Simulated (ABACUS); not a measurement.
Here is an ABACUS 3.10.1 calculation.

The input INPUT:

```
INPUT_PARAMETERS
suffix              CdS
calculation         nscf
basis_type          lcao
pseudo_dir          ./
orbital_dir         ./
symmetry            -1
dft_functional      MGGA_X_R2SCAN+MGGA_C_R2SCAN
ecutwfc             103.0
pseudo_rcut         10
nspin               1
nbands              38
ks_solver           genelpa
smearing_method     fd
smearing_sigma      0.00367493
scf_thr             1e-07
scf_nmax            100
mixing_type         broyden
mixing_beta         0.7
mixing_tau          1
init_chg            file
out_band            1
```

STRU

```
ATOMIC_SPECIES
Cd 112.4140 Cd_ONCV_PBE-1.2.upf
S 32.0600 S_ONCV_PBE-1.2.upf

NUMERICAL_ORBITAL
Cd_confined-atom_7au_3s2p2d1f.orb
S_confined-atom_7au_2s2p1d.orb

LATTICE_CONSTANT
1.8897261246

LATTICE_VECTORS
4.1500000000 0.0000000000 0.0000000000
-2.0750000000 3.5940054257 0.0000000000
0.0000000000 0.0000000000 6.7370000000

ATOMIC_POSITIONS
Direct

Cd
0.0
2
0.6666666667 0.3333333333 0.5000000000 1 1 1
0.3333333333 0.6666666667 0.0000000000 1 1 1

S
0.0
2
0.6666666667 0.3333333333 0.8750000000 1 1 1
0.3333333333 0.6666666667 0.3750000000 1 1 1
```

Contents of KPT:

```
K_POINTS
12
Line
0.00000000 0.00000000 0.00000000 10 // G
0.50000000 0.00000000 0.00000000 10 // M
0.33333333 0.33333333 0.00000000 10 // K
0.00000000 0.00000000 0.00000000 10 // G
0.00000000 0.00000000 0.50000000 10 // A
0.50000000 0.00000000 0.50000000 10 // L
0.33333333 0.33333333 0.50000000 10 // H
0.00000000 0.00000000 0.50000000 1 // A
0.50000000 0.00000000 0.50000000 10 // L
0.50000000 0.00000000 0.00000000 1 // M
0.33333333 0.33333333 0.00000000 10 // K
0.33333333 0.33333333 0.50000000 1 // H
```

Potentials or basis: SG15 ONCV 1.2 PBE, DZP LCAO (the cutoffs set its grid).

Command:

```sh
$ OMP_NUM_THREADS=1 mpirun -np 4 abacus > log
```

**Question.** Estimate the band gap along the path.

**Answer.** 1.65 eV, direct.

Levels at the corners of the path, in eV from the Fermi level:
```
point  band 23  band 24  band 25  band 26  band 27  band 28  band 29  band 30
    Γ    -1.62    -0.88    -0.85    -0.85     0.80     2.35     6.25     6.25
    M    -3.52    -2.74    -2.14    -1.59     3.29     3.49     4.90     6.31
    K    -3.95    -2.71    -2.71    -2.46     4.52     4.65     4.65     6.98
    Γ    -1.62    -0.88    -0.85    -0.85     0.80     2.35     6.25     6.25
    A    -1.24    -1.24    -1.24    -1.24     2.46     2.46     6.16     6.16
    L    -2.19    -2.19    -2.19    -2.19     3.09     3.09     5.11     5.11
    H    -3.27    -3.27    -1.97    -1.97     4.01     4.01     6.02     6.02
    A    -1.24    -1.24    -1.24    -1.24     2.46     2.46     6.16     6.16
    L    -2.19    -2.19    -2.19    -2.19     3.09     3.09     5.11     5.11
    M    -3.52    -2.74    -2.14    -1.59     3.29     3.49     4.90     6.31
    K    -3.95    -2.71    -2.71    -2.46     4.52     4.65     4.65     6.98
    H    -3.27    -3.27    -1.97    -1.97     4.01     4.01     6.02     6.02
```

Caveat: the atomic orbitals were generated for these runs and aren't a published set; the density is read from an earlier self-consistent run, whose mesh may be coarse; the basis of atomic orbitals isn't converged, which shifts pressures, moduli and gaps.

**The experiment to reproduce.**

From “Isotope dependence of band-gap energy”, 2008, arxiv:0807.2152, for a bulk crystal of CdS: band gap 2.5809 ± 0.0002 eV.

A measured gap of CdS is 2.5809 eV (quoted in “Isotope dependence of band-gap energy”, 2008, arxiv:0807.2152); the calculated 1.65 eV misses it by -0.93 eV. Spin-orbit coupling on Cd is left out. The value is that of r2SCAN in an atomic basis (SG15 ONCV 1.2 PBE, DZP LCAO (the cutoffs set its grid)), whose error adds to the functional's,, without temperature or zero-point motion.
